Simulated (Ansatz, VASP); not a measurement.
**One calculation of TiC, two programs**

INCAR

```
  ALGO = Normal
  EDIFF = 1E-6
  ENCUT = 520
  GGA = PE
  ISIF = 2
  ISMEAR = -1
  LASPH = T
  LCHARG = F
  LREAL = F
  LWAVE = F
  NBANDS = 15
  NELM = 80
  PREC = Accurate
  SIGMA = 0.1
```

The input KPOINTS:

```
k-points
0
Gamma
  6 6 6
```

Contents of POSCAR:

```
TiC
1.0
   -0.0248100000      2.0830400000      2.1335600000
    2.1483200000     -0.0539000000      2.1626500000
    2.1397300000      2.1035300000     -0.0453100000
Ti C
1 1
Direct
    0.9269177900      0.0051362782      0.0298727007
    0.4222100000      0.5576400000      0.5496500000
```

Input for Ansatz:

```yaml
crystal:
  lattice:
    - [-0.02481, 2.08304, 2.13356]
    - [2.14832, -0.0539, 2.16265]
    - [2.13973, 2.10353, -0.04531]
  atoms:
    - { symbol: Ti, position: [0.9269177900409408, 0.005136278152862968, 0.029872700662960827] }
    - { symbol: C, position: [0.42221, 0.55764, 0.54965] }
basis:
  ecutwfc: 540.0
  xc_grid: 2
kpoints:
  mp_grid:
    grid: [6, 6, 6]
hamiltonian:
  xc: pbe
scf:
  convergence:
    dr2_threshold: 1.0e-09
  occupations:
    method: fermi_dirac
output:
  forces: true
  stress: true
```

Alike in both runs: task single point; functional PBE; k mesh 6 × 6 × 6; no spin polarisation.

|  | VASP | Ansatz |
| --- | --- | --- |
| version | VASP 6.6.1 | Ansatz 0.2.0 |
| potentials or method | VASP PAW PBE potentials, release 64 (Ti_sv, C) | plane waves, PAW |
| plane-wave cutoff (eV) | 520 | 540 |
| occupations | fermi-dirac, width 0.1 eV | fermi-dirac |
| valence electrons in the cell | 16 | 16 |

```tsv
	VASP	Ansatz	Ansatz less VASP
pressure (GPa)	11.0	10.8	-0.24
largest component of the traceless stress (GPa)	5.63	5.66	+0.031
rms of the force components (eV/Å)	0.969	0.964	-0.0044
```

Atom by atom the forces differ by 0.004 eV/Å (rms over components). Ansatz warned: «stress_scf_threshold_loose».

Caveats: the k mesh is coarse (spacing up to 0.42 Å⁻¹), so the values aren't converged; forces of over 1 eV/Å show positions far from the minimum, so gaps and moduli don't describe the material at rest.
